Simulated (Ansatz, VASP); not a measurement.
# MgS: VASP beside Ansatz

Contents of INCAR:

```
ALGO     = Normal         # electronic algorithm
EDIFF    = 1E-6           # SCF threshold, eV
ENCUT    = 520            # plane-wave cutoff, eV
GGA      = PS             # functional
ISIF     = 2              # what is computed and relaxed
ISMEAR   = -1             # smearing method
LASPH    = T              # aspherical terms in the spheres
LCHARG   = F              # write CHGCAR
LREAL    = F              # projectors in reciprocal space
LWAVE    = F              # write WAVECAR
NBANDS   = 11             # bands
NELM     = 100            # most SCF steps
PREC     = Accurate       # precision mode
SIGMA    = 0.05           # smearing width, eV
```

The input KPOINTS:

```
k-points
0
Gamma
  8 8 8
```

POSCAR

```
MgS
1.0
    0.0000000000      2.8704022176      2.8704022176
    2.8704022176      0.0000000000      2.8704022176
    2.8704022176      2.8704022176      0.0000000000
S Mg
1 1
Direct
    0.2500000000      0.2500000000      0.2500000000
    0.0000000000      0.0000000000      0.0000000000
```

Contents of input.yaml:

```yaml
crystal:
  lattice:
    - [0.0, 2.8704022176, 2.8704022176]
    - [2.8704022176, 0.0, 2.8704022176]
    - [2.8704022176, 2.8704022176, 0.0]
  atoms:
    - { symbol: S, position: [0.25, 0.25, 0.25] }
    - { symbol: Mg, position: [0.0, 0.0, 0.0] }
kpoints:
  mp_grid: { grid: [8, 8, 8] }
scf:
  occupations: { method: fermi_dirac, width: 0.05 }
hamiltonian:
  xc: pbesol
  pseudopotentials: { kind: all_electron, lapw: { basis_error: 0.001 } }
output:
  forces: true
  stress: true
  eigenvalues: true
```

Change from the starting cell: volume scaled by 1.04.

Alike in both runs: task single point; functional PBEsol; k mesh 8 × 8 × 8; occupations fermi-dirac, width 0.05 eV; no spin polarisation.

```csv
,VASP,Ansatz
version,VASP 6.6.1,Ansatz 0.2.0
potentials or method,"VASP PAW PBE potentials, release 64 (S, Mg)","all-electron LAPW, scalar-relativistic"
plane-wave cutoff (eV),520,see its input
```

```csv
,VASP,Ansatz,Ansatz less VASP
gap on the k mesh at the Fermi level (eV),3.10,3.10,0.000
least direct gap on the mesh (eV),3.10,3.10,0.000
pressure (GPa),-2.6,-2.5,+0.09
```

Ansatz ran all-electron here, so the differences hold the error of VASP's frozen core and of both bases.

Caveats: the PAW data sets were made with another functional, which shifts forces and pressure a little (VASP).
